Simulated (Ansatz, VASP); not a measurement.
**One calculation of HgTe, two programs**

The input INCAR:

```
SYSTEM = HgTe
ALGO = Normal
EDIFF = 1E-6
EDIFFG = -0.01
ENCUT = 600
GGA = PE
IBRION = 2
ISIF = 3
ISMEAR = 0
LASPH = .TRUE.
LCHARG = .FALSE.
LREAL = .FALSE.
LWAVE = .FALSE.
NELM = 100
NSW = 100
PREC = Accurate
SIGMA = 0.1
```

The input KPOINTS:

```
k-points
0
G
  6 6 8
  0 0 0
```

File POSCAR:

```
HgTe
1.0
    7.3238630175      0.0000000000      0.0000000000
   -3.6619315087      6.3426514270      0.0000000000
    0.0000000000      0.0000000000      4.4118493095
Hg Te
3 3
Direct
    0.0000000000      0.0000000000      0.0000000000
    0.3333333333      0.6666666667      0.5000000000
    0.6666666667      0.3333333333      0.5000000000
    0.5000000000      0.0000000000      0.0000000000
    0.5000000000      0.5000000000      0.0000000000
    0.0000000000      0.5000000000      0.0000000000
```

Input for Ansatz:

```yaml
crystal:
  lattice:
    - [7.3238630175, 0.0, 0.0]
    - [-3.6619315087, 6.342651427, 0.0]
    - [0.0, 0.0, 4.4118493095]
  atoms:
    - { symbol: Hg, position: [0.0, 0.0, 0.0] }
    - { symbol: Hg, position: [0.3333333333, 0.6666666667, 0.5] }
    - { symbol: Hg, position: [0.6666666667, 0.3333333333, 0.5] }
    - { symbol: Te, position: [0.5, 0.0, 0.0] }
    - { symbol: Te, position: [0.5, 0.5, 0.0] }
    - { symbol: Te, position: [0.0, 0.5, 0.0] }
basis:
  ecutwfc: 420
kpoints:
  mp_grid: { grid: [6, 6, 8] }
hamiltonian:
  xc: pbe
scf:
  occupations: { method: gaussian, width: 0.1 }
output:
  forces: true
  stress: true
  eigenvalues: true
  write_density: true
  write_potential: true
  elf: true
  volumetric_format: npy
relax:
  adjacent_minimum: "off"
  f_tol: 0.01
  max_steps: 80
  cell: { stress_tol: 0.05 }
```

Change from the starting cell: species swapped into the TlPt type (P6/mmm, No. 191).

Alike in both runs: task relaxation of cell and atoms; functional PBE; k mesh 6 × 6 × 8; occupations gaussian, width 0.1 eV; no spin polarisation.

|  | VASP | Ansatz |
| --- | --- | --- |
| version | VASP 6.6.1 | Ansatz 0.2.0 |
| potentials or method | VASP PAW PBE potentials, release 64 (Hg, Te) | scalar-relativistic, plane waves, PAW |
| plane-wave cutoff (eV) | 600 | 420 |
| valence electrons in the cell | 54 | 108 |

|  | VASP | Ansatz | Ansatz less VASP |
| --- | --- | --- | --- |
| gap on the k mesh at the Fermi level, each at its own relaxed structure (eV) | none | none | - |
| relaxed volume (Å³/atom) | 34.46 | 34.38 | -0.075 |
| relaxed cell length with the largest relative difference (Å) | 4.294 | 4.281 | -0.0124 |
| energy change over the relaxation (meV/atom) | -3 | -3 | -0.2 |

A gap of «none» marks a metal or a gap that the smearing closes. The two sets of potentials don't hold the same shells in valence.

Spin-orbit coupling is left out, which matters for the levels of Hg, Te.
